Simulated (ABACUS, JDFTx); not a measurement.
This is a calculation of Ti (Titanium) for JDFTx 1.7.0 (patched build). Atoms were shifted at random by some hundredths of an Å from the given cell, which wasn't relaxed again for these runs. 

Contents of Ti.in:

```
lattice \
    5.5746920676    -2.7873460338     0.0000000000 \
    0.0000000000     4.8278249489     0.0000000000 \
    0.0000000000     0.0000000000     8.8439182632
coords-type Lattice
ion Ti     0.6861620000     0.3268800000     0.7484870000 1
ion Ti     0.3379730000     0.6729080000     0.2487300000 1

ion-species pseudo/Ti.upf
elec-cutoff 42 336
elec-ex-corr gga-PBEsol
kpoint-folding 10 10 6
elec-smearing Fermi 0.0018374661
elec-n-bands 18
electronic-SCF nIterations 100 energyDiffThreshold 1e-09
electronic-minimize nIterations 30 energyDiffThreshold 1e-7
converge-empty-states yes
forces-output-coords Cartesian

dump-name run.$VAR
dump End Ecomponents EigStats BandEigs Kpoints Forces Stress
```

Potentials or basis: PseudoDojo-SR-PBEsol-0.4.1-standard with smoothed tails.

Run with:

```console
$ jdftx -c 1 -i Ti.in -o Ti.out
```

Q: Set up the same calculation for ABACUS 3.10.1. Potentials or basis there: PseudoDojo NC SR 0.4.1 PBEsol standard, plane waves, cutoff 1143 eV.

A: As run (cutoffs and basis follow the program's own potentials, and thresholds, step limits or extra output files can differ):

INPUT

```
INPUT_PARAMETERS
suffix              Ti
calculation         scf
basis_type          pw
pseudo_dir          ./
symmetry            1
dft_functional      pbesol
ecutwfc             84
pseudo_rcut         7
nspin               1
nbands              16
ks_solver           dav
smearing_method     fd
smearing_sigma      0.00367493
scf_thr             1e-08
scf_nmax            100
mixing_type         broyden
mixing_beta         0.7
cal_force           1
cal_stress          1
kpar                4
```

STRU

```
ATOMIC_SPECIES
Ti 47.8670 Ti.upf

LATTICE_CONSTANT
1.8897261246

LATTICE_VECTORS
2.9500000000 0.0000000000 0.0000000000
-1.4750000000 2.5547749412 0.0000000000
0.0000000000 0.0000000000 4.6800000000

ATOMIC_POSITIONS
Direct

Ti
0.0
2
0.6861620000 0.3268800000 0.7484870000 1 1 1
0.3379730000 0.6729080000 0.2487300000 1 1 1
```

KPT

```
K_POINTS
0
Gamma
10 10 6 0 0 0
```

Potentials or basis: PseudoDojo NC SR 0.4.1 PBEsol standard, plane waves.

Launch:

```sh
$ OMP_NUM_THREADS=1 mpirun -np 4 abacus > log
```

Both were run:

|  | JDFTx | ABACUS |
| --- | --- | --- |
| Pressure | -5.7 GPa | -5.7 GPa |
| Largest force | 0.102 eV/Å | 0.102 eV/Å |
| Energy over the undisturbed cell | 2.0 meV/atom | 2.0 meV/atom |

Pressure is positive in compression.
